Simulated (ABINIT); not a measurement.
Cu:

```
Cu
1.0
     0.00000    2.78055    2.78055
     2.78055    0.00000    2.78055
     2.78055    2.78055    0.00000
Cu
3
Direct
  0.25000 0.25000 0.25000
  0.75000 0.75000 0.75000
  0.50000 0.50000 0.50000
```

The cell was built by a generator and needn't be a form met in nature.

| Property | Result |
| --- | --- |
| Program | ABINIT 10.8.3 (patched build) |
| Task | single point |
| Functional | PBE |
| Potentials or basis | JTH PAW PBE v2.0 |
| Cutoff | 707 eV |
| k mesh | 8 × 8 × 8 |
| Occupations | fermi-dirac, width 0.05 eV |
| Spin | no spin polarisation |

On this cell: pressure 0.0 GPa; largest force zero by symmetry; band gap on the k mesh none (metal or under the smearing width).

The same run follows on a disturbed copy (atoms moved at random, drawn with an rms of 0.05 Å):

```xyz
3
Lattice="0.0000 2.7805 2.7805 2.7805 0.0000 2.7805 2.7805 2.7805 0.0000" Properties=species:S:1:pos:R:3 pbc="T T T"
Cu    1.3943    1.3645    1.3688
Cu    4.1764    4.1844    4.1378
Cu    2.8065    2.7423    2.8447
```

Question: What does the disturbed cell give?

Answer: The energy (extrapolated to zero smearing) moves by +14.8 meV/atom; pressure 0.5 GPa; largest force 0.849 eV/Å; band gap on the k mesh none (metal or under the smearing width).

Forces in eV/Å, atoms in the order of the input:
```
Cu   0.119 -0.068  0.373
Cu   0.006 -0.221  0.416
Cu  -0.125  0.288 -0.789
```

Stress tensor (GPa, compression positive):
```
 0.69  0.23 -0.82
 0.23  0.67 -0.37
-0.82 -0.37  0.14
```
